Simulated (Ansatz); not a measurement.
Cs:

```
Cs
1.0
     3.01901   -4.33813    0.00000
     3.01901    4.33813    0.00000
    -2.57494    0.00000    4.41389
Cs
1
Direct
  0.00000 0.00000 0.50000
```

This isn't the form of Cs at room conditions, which is bcc.

* Program: Ansatz 0.2.0
* Task: relaxation of cell and atoms
* Functional: r2SCAN
* Potentials or basis: Ansatz PAW
* Cutoff: 500 eV (not typed: the program's choice for these potentials)
* k mesh: 6 × 6 × 6
* Occupations: fermi-dirac, width 0.05 eV
* Spin: no spin polarisation

At the start: volume 115.62 Å³/atom.

How do energy, volume and symmetry change on relaxing?

It ends after 7 steps and the volume is 125.31 Å³/atom (+8.4 %); space group C2/m (No. 12, to 0.05 Å).

Step by step:
```tsv
step	energy change (eV)	largest force (eV/Å)	volume (Å³)
1	0.0000	0.0000	115.62
2	-0.0006	0.0000	116.21
3	-0.0041	0.0000	123.83
4	-0.0042	0.0000	124.48
5	-0.0042	0.0000	124.90
6	-0.0044	0.0000	125.31
7	-0.0044	0.0000	125.31
```

Final structure:
```
Cs
1.0
     3.11556   -4.45855   -0.05950
     3.11556    4.45855   -0.05950
    -2.74428    0.00000    4.56275
Cs
1
Direct
  0.00000 0.00000 0.50000
```

Caveat: the plane-wave basis is chosen anew once the cell has moved, so the energies of steps on either side of that aren't comparable; the PAW data sets come from PBE, with cores solved anew for the run's functional, which leaves a small shift of forces and pressure.
